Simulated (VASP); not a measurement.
All values below come from PBE GGA, VASP's PBE PAW potentials (set 64) (plane waves; VASP 6.6.1).

VASP input:

INCAR:
```
ALGO=Normal
EDIFF=1E-2
ENCUT=520
GGA=PE
ISIF=2
ISMEAR=0
LASPH=.True.
LCHARG=.False.
LREAL=.False.
LWAVE=.False.
NELM=100
PREC=Accurate
SIGMA=0.05
SYSTEM=CaF2
```

### KPOINTS
```
Automatic mesh
0
Gamma
8 8 8
0 0 0
```

### POSCAR
```
CaF2
1.0
  0.0000000000   2.7300000000   2.7300000000
  2.7300000000   0.0000000000   2.7300000000
  2.7300000000   2.7300000000   0.0000000000
Ca F
1 2
Direct
  0.0000000000   0.0000000000   0.0000000000
  0.2500000000   0.2500000000   0.2500000000
  0.7500000000   0.7500000000   0.7500000000
```

POTCAR, in this order: Ca_sv F (PBE.64 set). Program: vasp_std.

The resulting files:

File OSZICAR:
```
       N       E                     dE             d eps       ncg     rms          rms(c)
DAV:   1     0.228863197399E+03    0.22886E+03   -0.14125E+04   928   0.154E+03
DAV:   2    -0.865404452382E+01   -0.23752E+03   -0.23085E+03  1192   0.393E+02
DAV:   3    -0.182830759979E+02   -0.96290E+01   -0.96222E+01  1096   0.908E+01
DAV:   4    -0.186294728763E+02   -0.34640E+00   -0.34626E+00  1552   0.132E+01
DAV:   5    -0.186320601328E+02   -0.25873E-02   -0.25872E-02  1000   0.121E+00    0.801E+00
DAV:   6    -0.172997506930E+02    0.13323E+01   -0.72271E+00   960   0.191E+01    0.310E+00
DAV:   7    -0.173047390038E+02   -0.49883E-02   -0.19165E-01  1232   0.391E+00    0.166E+00
DAV:   8    -0.173229690118E+02   -0.18230E-01   -0.33324E-02  1104   0.226E+00    0.197E-01
DAV:   9    -0.173272579064E+02   -0.42889E-02   -0.71455E-03  1000   0.736E-01
   1 F= -.17327258E+02 E0= -.17327258E+02  d E =-.391206E-15
```

OUTCAR:
```
------------------------ aborting loop because EDIFF is reached ----------------------------------------
  FORCE on cell =-STRESS in cart. coord.  units (eV):
  Direction    XX          YY          ZZ          XY          YZ          ZX
  --------------------------------------------------------------------------------------
  Total        0.4764339      0.4764339      0.4764339     -0.0000000      0.0000000      0.0000000
  in kB       18.7583790     18.7583790     18.7583790     -0.0000000      0.0000000      0.0000000
  external PRESSURE =      18.7583790 kB  Pullay stress =       0.0000000 kB
  volume of cell :       40.69
      direct lattice vectors                 reciprocal lattice vectors
     0.000000000  2.730000000  2.730000000    -0.183150183  0.183150183  0.183150183
     2.730000000  0.000000000  2.730000000     0.183150183 -0.183150183  0.183150183
     2.730000000  2.730000000  0.000000000     0.183150183  0.183150183 -0.183150183
 POSITION                                       TOTAL-FORCE (eV/Angst)
 -----------------------------------------------------------------------------------
      0.00000      0.00000      0.00000        -0.000000     -0.000000      0.000000
      1.36500      1.36500      1.36500        -0.000000     -0.000000     -0.000000
      4.09500      4.09500      4.09500         0.000000      0.000000      0.000000
 -----------------------------------------------------------------------------------
    total drift:                                0.000000     -0.000000      0.000000
  FREE ENERGIE OF THE ION-ELECTRON SYSTEM (eV)
  ---------------------------------------------------
  free  energy   TOTEN  =       -17.3272579064 eV

  energy  without entropy=      -17.3272579064  energy(sigma->0) =      -17.32725791
```
(Selected blocks of OUTCAR.)

The compound is CaF2 in the fluorite structure. The cell was not relaxed at this level. The run is one of a series of settings (EDIFF = 1E-2 against the base run), some of them coarse on purpose.
